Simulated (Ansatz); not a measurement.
Crystal: Sb.

```
Sb
1.0
    -1.87134    1.87134    1.87134
     1.87134   -1.87134    1.87134
     1.87134    1.87134   -1.87134
Sb
1
Direct
  0.00000 0.00000 0.00000
```

This isn't the form of Sb at room conditions, which is rhombohedral.

Base run:

```yaml
Program: Ansatz 0.2.0
Functional: revPBE
Potentials_or_basis: Ansatz PAW
Cutoff: "420 eV (not typed: the program's choice for these potentials)"
k_mesh: 10 × 10 × 10
Occupations: fermi-dirac, width 0.05 eV
Spin: no spin polarisation
```

Its results: band gap on the k mesh none (metal or under the smearing width); pressure 4.2 GPa.

Question: After a change of settings the same cell gave: band gap on the k mesh none (metal or under the smearing width); pressure 0.0 GPa. Which change was it?
A. functional from revPBE to PBEsol
B. functional from revPBE to LDA; k mesh from 10 × 10 × 10 to 7 × 7 × 7
C. functional from revPBE to r2SCAN; cutoff from 420 eV (not typed: the program's choice for these potentials) to 500 eV (not typed: the program's choice for these potentials)
D. functional from revPBE to LDA

Answer: A.

PBEsol binds more tightly than revPBE, so the same cell stands under less pressure.

Caveats: spin-orbit coupling is left out, which moves the levels of the heavy elements; the PAW data sets come from PBE, with cores solved anew for the run's functional, which leaves a small shift of forces and pressure.

Runs at the PBE level aren't shown here.
